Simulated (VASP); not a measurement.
# AlNi (Pm-3m) in VASP: notebook

The runs below take AlNi through relaxation of cell and atoms, with r2SCAN+rVV10, rev-vdW-DF2.

All numbers are computed with VASP 6.6.1; they aren't measurements. Logs are shortened: lines on timing, memory, paths and dates and some standing lists are left out, and cuts for length are marked.

**1. The structure**

It takes space group Pm-3m (No. 221, cubic). Conventional cell: a = 2.881 Å, b = 2.881 Å, c = 2.881 Å, α = 90.00°, β = 90.00°, γ = 90.00°. Around Al (site symmetry m-3m) lie 8 Ni at 2.50 Å. Around Ni (site symmetry m-3m) lie 8 Al at 2.50 Å.

**2. Relaxation of cell and atoms, r2SCAN+rVV10**

Contents of INCAR:

```
SYSTEM = AlNi
PREC = Accurate
ENCUT = 600
EDIFF = 1E-6
ISMEAR = 1
SIGMA = 0.1
LREAL = .FALSE.
LASPH = .TRUE.
NELM = 80
ALGO = Normal
ISIF = 3
LWAVE = .FALSE.
LCHARG = .FALSE.
METAGGA = R2SCAN
LMIXTAU = .TRUE.
LUSE_VDW = .TRUE.
IVDW_NL = 2
BPARAM = 11.95
CPARAM = 0.0093
IBRION = 2
NSW = 90
EDIFFG = -0.01
```

Contents of KPOINTS:

```
regular mesh
0
G
  14 14 14
  0 0 0
```

Contents of POSCAR:

```
AlNi
1.0
    2.8810000000      0.0000000000      0.0000000000
    0.0000000000      2.8810000000      0.0000000000
    0.0000000000      0.0000000000      2.8810000000
Al Ni
1 1
Direct
    0.0000000000      0.0000000000      0.0000000000
    0.5000000000      0.5000000000      0.5000000000
```

Potentials or basis: VASP PAW PBE potentials, release 64 (Al, Ni).

Launch:

```bash
$ cat potpaw_PBE.64/Al/POTCAR potpaw_PBE.64/Ni/POTCAR > POTCAR
$ mpirun -np 1 vasp_std > vasp.out
```

OUTCAR:

```text
SYSTEM = AlNi
   PREC = Accurate
   ENCUT = 600
   EDIFF = 1E-6
   ISMEAR = 1
   LREAL = .FALSE.
   LASPH = .TRUE.
   NELM = 80
   ISIF = 3
   METAGGA = R2SCAN
   IVDW_NL = 2
   BPARAM = 11.95
   IBRION = 2
   NSW = 90
   EDIFFG = -0.01

 ion  position               nearest neighbor table
   1  0.000  0.000  0.000-   2 2.50   2 2.50   2 2.50   2 2.50   2 2.50   2 2.50   2 2.50   2 2.50

   2  0.500  0.500  0.500-   1 2.50   1 2.50   1 2.50   1 2.50   1 2.50   1 2.50   1 2.50   1 2.50

  LATTYP: Found a simple cubic cell.
 ALAT       =     2.8810000000

  Lattice vectors:

 A1 = (   2.8810000000,   0.0000000000,   0.0000000000)
 A2 = (   0.0000000000,   2.8810000000,   0.0000000000)
 A3 = (   0.0000000000,   0.0000000000,   2.8810000000)

Analysis of symmetry for initial positions (statically):
=====================================================================
 Subroutine PRICEL returns:
 Original cell was already a primitive cell.

 Routine SETGRP: Setting up the symmetry group for a
 simple cubic supercell.

 Subroutine GETGRP returns: Found 48 space group operations
 (whereof 48 operations were pure point group operations)
 out of a pool of 48 trial point group operations.

The static configuration has the point symmetry O_h .

Analysis of symmetry for dynamics (positions and initial velocities):
=====================================================================
 Subroutine PRICEL returns:
 Original cell was already a primitive cell.

 Routine SETGRP: Setting up the symmetry group for a
 simple cubic supercell.

 Subroutine GETGRP returns: Found 48 space group operations
 (whereof 48 operations were pure point group operations)
 out of a pool of 48 trial point group operations.

The dynamic configuration has the point symmetry O_h .

 Subroutine INISYM returns: Found 48 space group operations
 (whereof 48 operations are pure point group operations),
 and found     1 'primitive' translations

----------------------------------------------------------------------------------------

                                     Primitive cell

  volume of cell :      23.9128

  direct lattice vectors                    reciprocal lattice vectors
     2.881000000  0.000000000  0.000000000     0.347101701  0.000000000  0.000000000
     0.000000000  2.881000000  0.000000000     0.000000000  0.347101701  0.000000000
     0.000000000  0.000000000  2.881000000     0.000000000  0.000000000  0.347101701

  length of vectors
     2.881000000  2.881000000  2.881000000     0.347101701  0.347101701  0.347101701

  position of ions in fractional coordinates (direct lattice)
     0.000000000  0.000000000  0.000000000
     0.500000000  0.500000000  0.500000000

  ion indices of the primitive-cell ions
   primitive index   ion index
                 1           1
                 2           2

----------------------------------------------------------------------------------------

 KPOINTS: regular mesh

Automatic generation of k-mesh.
 Grid dimensions read from file:
 generate k-points for:   14   14   14

 Generating k-lattice:

  Cartesian coordinates                     Fractional coordinates (reciprocal lattice)
     0.024792979  0.000000000  0.000000000     0.071428571  0.000000000  0.000000000
     0.000000000  0.024792979  0.000000000     0.000000000  0.071428571  0.000000000
     0.000000000  0.000000000  0.024792979     0.000000000  0.000000000  0.071428571

  Length of vectors
     0.024792979  0.024792979  0.024792979

  Shift w.r.t. Gamma in fractional coordinates (k-lattice)
     0.000000000  0.000000000  0.000000000

 Subroutine IBZKPT returns following result:
 ===========================================

 Found    120 irreducible k-points:

 Following reciprocal coordinates:
            Coordinates               Weight
  0.000000  0.000000  0.000000      1.000000
  0.071429  0.000000  0.000000      6.000000
  0.142857  0.000000  0.000000      6.000000
  0.214286  0.000000  0.000000      6.000000
  0.285714  0.000000  0.000000      6.000000
  0.357143  0.000000  0.000000      6.000000
[... 16 lines left out ...]
  0.285714  0.214286  0.000000     24.000000
  0.357143  0.214286  0.000000     24.000000
 [... further k-points ...]
   k-points           NKPTS =    120   k-points in BZ     NKDIM =    120   number of bands    NBANDS=     10
   number of dos      NEDOS =    301   number of ions     NIONS =      2
   total plane-waves  NPLWV =  13824
   dimension x,y,z NGX =    24 NGY =   24 NGZ =   24
   dimension x,y,z NGXF=    48 NGYF=   48 NGZF=   48
   ions per type =               1   1
   NGX,Y,Z   is equivalent  to a cutoff of  13.85, 13.85, 13.85 a.u.
   NGXF,Y,Z  is equivalent  to a cutoff of  27.70, 27.70, 27.70 a.u.
 SYSTEM =  AlNi
   PREC   = accura    normal or accurate (medium, high low for compatibility)
   ISTART =      0    job   : 0-new  1-cont  2-samecut
   ICHARG =      2    charge: 1-file 2-atom 10-const
   ISPIN  =      1    spin polarized calculation?
   LNONCOLLINEAR =      F non collinear calculations
   LSORBIT =      F    spin-orbit coupling
   LASPH  =      T    aspherical Exc in radial PAW
   ENCUT  =  600.0 eV  44.10 Ry    6.64 a.u.   5.75  5.75  5.75*2*pi/ulx,y,z
   NELM   =     80;   NELMIN=  2; NELMDL= -5     # of ELM steps
   EDIFF  = 0.1E-05   stopping-criterion for ELM
   LREAL  =      F    real-space projection
   EDIFFG = -.1E-01   stopping-criterion for IOM
   NSW    =     90    number of steps for IOM
   IBRION =      2    ionic relax: 0-MD 1-quasi-New 2-CG
   NFREE  =      1    steps in history (QN), initial steepest desc. (CG)
   ISIF   =      3    stress and relaxation
   ISYM   =      2    0-nonsym 1-usesym 2-fastsym
   POTIM  = 0.5000    time-step for ionic-motion
   TEBEG  =    0.0;   TEEND  =   0.0 temperature during run
   PSTRESS=    0.0 pullay stress
   NELECT =      13.0000    total number of electrons
   NUPDOWN=      -1.0000    fix difference up-down
   EMIN   =  10.00;   EMAX   =-10.00  energy-range for DOS
   EFERMI =   0.00;   METHOD = LEGACY
   ISMEAR =     1;   SIGMA  =   0.10  broadening in eV -4-tet -1-fermi 0-gaus
   EFERMI_NEDOS =   21; number of points for ismear=-14 and -15
   IALGO  =     38    algorithm
   IMIX   =      4    mixing-type and parameters
     AMIX     =   0.40;   BMIX     =  1.00
     AMIX_MAG =   1.60;   BMIX_MAG =  1.00
  volume/ion in A,a.u.               =      11.96        80.69
  Fermi-wavevector in a.u.,A,eV,Ry     =   1.336122  2.524904 24.289410  1.785221
  Thomas-Fermi vector in A             =   2.464773
   LORBIT       =      0    0 simple, 1 ext, 2 COOP (PROOUT), +10 PAW based schemes
   METAGGA = R2SCAN    functional components
   LHFCALC =     F    Hartree Fock is set to
   AEXX    =    0.0000 exact exchange contribution
   IVDW_NL    =     2    kernel type
   BPARAM     =11.9500
   IVDW    =     0    specifies the selected vdW correction
   LEPSILON=     F    determine dielectric tensor
   LRPA    =     F    only Hartree local field effects (RPA)
 conjugate gradient relaxation of ions
 non-spin polarized calculation
 Methfessel and Paxton  Order N= 1 SIGMA  =   0.10
  energy-cutoff  :      600.00
  volume of cell :       23.91
 maximum number of plane-waves:       840
 NGX is ok and might be reduce to    24

--------------------------------------- Ionic step        1  -------------------------------------------

 number of electron      13.0000015 magnetization

 Free energy of the ion-electron system (eV)
  ---------------------------------------------------
  ext. energy  EPLUGINS =         0.00000000
  ---------------------------------------------------
  free energy    TOTEN  =       -19.74170585 eV

  energy without entropy =      -19.74119921  energy(sigma->0) =      -19.74153697

 E-fermi :   9.8391     XC(G=0): -13.0294

 val. band max:        9.8037641772   @ k =   0.4286   0.3571   0.2143
 cond. band min:       9.8464876738   @ k =   0.3571   0.2143   0.0714
 fundamental gap:      0.0427234967
 Fermi energy:         9.8391123290

 k-point     1 :       0.0000    0.0000    0.0000
  band No.  band energies     occupation
      1      -1.8466      2.00000
      2       6.5335      2.00000
      3       6.5335      2.00000
      4       8.2782      2.00000
      5       8.2782      2.00000
      6       8.2782      2.00000
      7      15.7603      0.00000
      8      15.7603      0.00000
      9      15.7603      0.00000
     10      18.2666      0.00000

 k-point     2 :       0.0714    0.0000    0.0000
  band No.  band energies     occupation
      1      -1.7475      2.00000
      2       6.5239      2.00000
      3       6.5574      2.00000
      4       8.2361      2.00000
      5       8.2361      2.00000
      6       8.2827      2.00000
      7      14.6829      0.00000
      8      15.8899      0.00000
      9      15.8899      0.00000
     10      18.2755      0.00000
[... 380 lines left out ...]
 POSITION                                       TOTAL-FORCE (eV/Angst)
 -----------------------------------------------------------------------------------
      0.00000      0.00000      0.00000         0.000000      0.000000      0.000000
      1.42812      1.42812      1.42812        -0.000000     -0.000000     -0.000000
 -----------------------------------------------------------------------------------
    total drift:                                0.000000      0.000000     -0.000000

  FREE ENERGIE OF THE ION-ELECTRON SYSTEM (eV)
  ---------------------------------------------------
  free  energy   TOTEN  =       -19.7502232340 eV

  energy  without entropy=      -19.7496689132  energy(sigma->0) =      -19.75003846

--------------------------------------- Ionic step        4  -------------------------------------------

 number of electron      13.0000008 magnetization

 Free energy of the ion-electron system (eV)
  ---------------------------------------------------
  ext. energy  EPLUGINS =         0.00000000
  ---------------------------------------------------
  free energy    TOTEN  =       -19.75021698 eV

  energy without entropy =      -19.74966270  energy(sigma->0) =      -19.75003222

 E-fermi :  10.1728     XC(G=0): -13.1621

 val. band max:       10.1571872351   @ k =   0.5000   0.5000   0.2857
 cond. band min:      10.1861178496   @ k =   0.3571   0.2143   0.0714
 fundamental gap:      0.0289306145
 Fermi energy:        10.1727855317

 k-point     1 :       0.0000    0.0000    0.0000
  band No.  band energies     occupation
      1      -1.7033      2.00000
      2       6.7395      2.00000
      3       6.7395      2.00000
      4       8.5559      2.00000
      5       8.5559      2.00000
      6       8.5559      2.00000
      7      16.2074      0.00000
      8      16.2074      0.00000
      9      16.2074      0.00000
     10      18.6845      0.00000

 k-point     2 :       0.0714    0.0000    0.0000
  band No.  band energies     occupation
      1      -1.6025      2.00000
      2       6.7303      2.00000
      3       6.7642      2.00000
      4       8.5124      2.00000
      5       8.5124      2.00000
      6       8.5606      2.00000
      7      15.1074      0.00000
      8      16.3392      0.00000
      9      16.3392      0.00000
     10      18.6916      0.00000
[... 308 lines left out ...]
 POSITION                                       TOTAL-FORCE (eV/Angst)
 -----------------------------------------------------------------------------------
      0.00000      0.00000      0.00000         0.000000      0.000000      0.000000
      1.42850      1.42850      1.42850        -0.000000     -0.000000      0.000000
 -----------------------------------------------------------------------------------
    total drift:                                0.000000      0.000000     -0.000000

  FREE ENERGIE OF THE ION-ELECTRON SYSTEM (eV)
  ---------------------------------------------------
  free  energy   TOTEN  =       -19.7502169833 eV

  energy  without entropy=      -19.7496627020  energy(sigma->0) =      -19.75003222

 reached required accuracy - stopping structural energy minimisation
```

Run time: 2 min. Hardware: 1 thread of Intel Xeon 6975P-C (Granite Rapids), shared host; peak memory 0.25 GiB.

What came out:

| Quantity | Value |
| --- | --- |
| Free energy | -19.7502 eV |
| Relaxed volume | 11.66 Å³/atom |
| Relaxed cell | a = 2.857 Å, b = 2.857 Å, c = 2.857 Å, α = 90.00°, β = 90.00°, γ = 90.00° |
| Space group after relaxing (to 0.05 Å) | Pm-3m (No. 221) |
| Energy gained by relaxing | 4.3 meV/atom |
| Ionic steps | 4 |
| Pressure after relaxing | -0.1 GPa |
| Band gap on the k mesh | none (metal or under the smearing width) |

The path:
```csv
step,energy change (eV),largest force (eV/Å),pressure (GPa),volume (Å³)
1,0.0000,0.0000,-4.31,23.91
2,-0.0026,0.0000,4.03,22.82
3,-0.0085,0.0000,0.14,23.30
4,-0.0085,0.0000,-0.13,23.32
```

Final structure:
```xyz
2
Lattice="2.8570 0.0000 0.0000 0.0000 2.8570 0.0000 0.0000 0.0000 2.8570" Properties=species:S:1:pos:R:3 pbc="T T T"
Al    0.0000    0.0000    0.0000
Ni    1.4285    1.4285    1.4285
```

Levels at points of the mesh, in eV from the Fermi level:
| k point | band 5 | band 6 | band 7 | band 8 | band 9 | band 10 |
| --- | --- | --- | --- | --- | --- | --- |
| (0.00, 0.00, 0.00) | -1.62 | -1.62 | 6.03 | 6.03 | 6.03 | 8.51 |
| (0.50, 0.00, 0.00) | -2.37 | -1.52 | -0.62 | 8.71 | 10.71 | 10.71 |
| (0.50, 0.50, 0.00) | -2.19 | -2.19 | -1.02 | 1.66 | 2.86 | 13.61 |
| (0.50, 0.50, 0.50) | -0.99 | 2.04 | 2.04 | 2.04 | 4.73 | 4.78 |

Caveat: the PAW data sets were made with another functional, which shifts forces and pressure a little. Spin polarisation is off, so any magnetic state and its effect on volume and gap are missing.

**3. Relaxation of cell and atoms, r2SCAN+rVV10**

This run uses another cell than the first one, of 11.66 Å³/atom, 0.975 times its volume.

Edit INCAR of step 2 so:

```diff
@@ -3,3 +3,3 @@
 ENCUT = 600
-EDIFF = 1E-6
+EDIFF = 1E-7
 ISMEAR = 1
@@ -21,2 +21,2 @@
 NSW = 90
-EDIFFG = -0.01
+EDIFFG = -0.005
```

KPOINTS is that of step 2.

Contents of POSCAR:

```
AlNi                                    
1.0
    2.8569923354     -0.0000000000     -0.0000000000
   -0.0000000000      2.8569923354     -0.0000000000
   -0.0000000000     -0.0000000000      2.8569923354
  Al              Ni            
     1     1
Direct
     0.0000000000000000    0.0000000000000000    0.0000000000000000
     0.5000000000000000    0.5000000000000000    0.5000000000000000
```

Potentials or basis: VASP PAW PBE potentials, release 64 (Al, Ni).

Launch:

```bash
$ cat potpaw_PBE.64/Al/POTCAR potpaw_PBE.64/Ni/POTCAR > POTCAR
$ mpirun -np 1 vasp_std > vasp.out
```

Wall time 73 s (1 thread of Intel Xeon 6975P-C (Granite Rapids), shared host); peak memory 0.24 GiB.

Results (log left out):

```
Free energy                            : -19.7499 eV
Relaxed volume                         : 11.65 Å³/atom
Relaxed cell                           : a = 2.856 Å, b = 2.856 Å, c = 2.856 Å, α = 90.00°, β = 90.00°, γ = 90.00°
Space group after relaxing (to 0.05 Å) : Pm-3m (No. 221)
Energy gained by relaxing              : 0.0 meV/atom
Ionic steps                            : 2
Pressure after relaxing                : 0.0 GPa
Band gap on the k mesh                 : none (metal or under the smearing width)
```

Final structure:
```yaml
crystal:
  lattice:
    - [2.85618, 0.00000, 0.00000]
    - [0.00000, 2.85618, 0.00000]
    - [0.00000, 0.00000, 2.85618]
  atoms:
    - { symbol: Al, position: [0.00000, 0.00000, 0.00000] }
    - { symbol: Ni, position: [0.50000, 0.50000, 0.50000] }
```

Levels at points of the mesh, in eV from the Fermi level:
| k point | band 4 | band 5 | band 6 | band 7 | band 8 | band 9 | band 10 |
| --- | --- | --- | --- | --- | --- | --- | --- |
| (0.00, 0.00, 0.00) | -1.62 | -1.62 | -1.62 | 6.04 | 6.04 | 6.04 | 8.51 |
| (0.50, 0.00, 0.00) | -2.37 | -2.37 | -1.52 | -0.62 | 8.71 | 10.72 | 10.72 |
| (0.50, 0.50, 0.00) | -3.15 | -2.20 | -2.20 | -1.02 | 1.67 | 2.87 | 13.62 |
| (0.50, 0.50, 0.50) | -0.99 | -0.99 | 2.04 | 2.04 | 2.04 | 4.74 | 4.78 |

Caveat: the PAW data sets were made with another functional, which shifts forces and pressure a little.

**4. Relaxation of cell and atoms, rev-vdW-DF2**

Contents of INCAR:

```
PREC     = Accurate       # precision mode
ENCUT    = 600            # plane-wave cutoff, eV
EDIFF    = 1E-6           # SCF threshold, eV
ISMEAR   = 1              # smearing method
SIGMA    = 0.1            # smearing width, eV
LREAL    = F              # projectors in reciprocal space
LASPH    = T              # aspherical terms in the spheres
NELM     = 80             # most SCF steps
ALGO     = Normal         # electronic algorithm
ISIF     = 3              # what is computed and relaxed
LWAVE    = F              # write WAVECAR
LCHARG   = F              # write CHGCAR
GGA      = MK             # functional
LUSE_VDW = T            
AGGAC    = 0.0          
PARAM1   = 0.1234       
PARAM2   = 0.711357     
ZAB_VDW  = -1.8867      
IBRION   = 2              # ionic algorithm
NSW      = 90             # ionic steps
EDIFFG   = -0.01          # ionic threshold
```

Contents of KPOINTS:

```
regular mesh
0
Gamma
  14 14 14
```

Contents of POSCAR:

```
AlNi
1.0
    2.8810000000      0.0000000000      0.0000000000
    0.0000000000      2.8810000000      0.0000000000
    0.0000000000      0.0000000000      2.8810000000
Al Ni
1 1
Direct
    0.0000000000      0.0000000000      0.0000000000
    0.5000000000      0.5000000000      0.5000000000
```

Launch:

```bash
$ cat potpaw_PBE.64/Al/POTCAR potpaw_PBE.64/Ni/POTCAR > POTCAR
$ mpirun -np 1 vasp_std > vasp.out
```

Run time: 50 s. Hardware: 1 thread of AMD EPYC 9R45 (Zen 5), shared host; peak memory 0.27 GiB.

Results (log left out):

| Item | Value |
| --- | --- |
| Free energy | -7.1220 eV |
| Relaxed volume | 11.92 Å³/atom |
| Relaxed cell | a = 2.878 Å, b = 2.878 Å, c = 2.878 Å, α = 90.00°, β = 90.00°, γ = 90.00° |
| Space group after relaxing (to 0.05 Å) | Pm-3m (No. 221) |
| Energy gained by relaxing | 0.0 meV/atom |
| Ionic steps | 3 |
| Pressure after relaxing | 0.0 GPa |
| Band gap on the k mesh | none (metal or under the smearing width) |

Final structure:
```
Al Ni
1.0
     2.87810    0.00000    0.00000
     0.00000    2.87810    0.00000
     0.00000    0.00000    2.87810
Al Ni
1 1
Direct
  0.00000 0.00000 0.00000
  0.50000 0.50000 0.50000
```

Levels at points of the mesh, in eV from the Fermi level:
```tsv
k point	band 5	band 6	band 7	band 8	band 9	band 10
(0.00, 0.00, 0.00)	-1.53	-1.53	5.54	5.54	5.54	8.24
(0.50, 0.00, 0.00)	-2.23	-1.44	-0.62	8.39	10.06	10.06
(0.50, 0.50, 0.00)	-2.06	-2.06	-0.99	1.50	2.53	12.32
(0.50, 0.50, 0.50)	-0.96	2.07	2.07	2.07	3.75	4.53
```

Caveat: the PAW data sets were made with another functional, which shifts forces and pressure a little. Spin polarisation is off, so any magnetic state and its effect on volume and gap are missing.
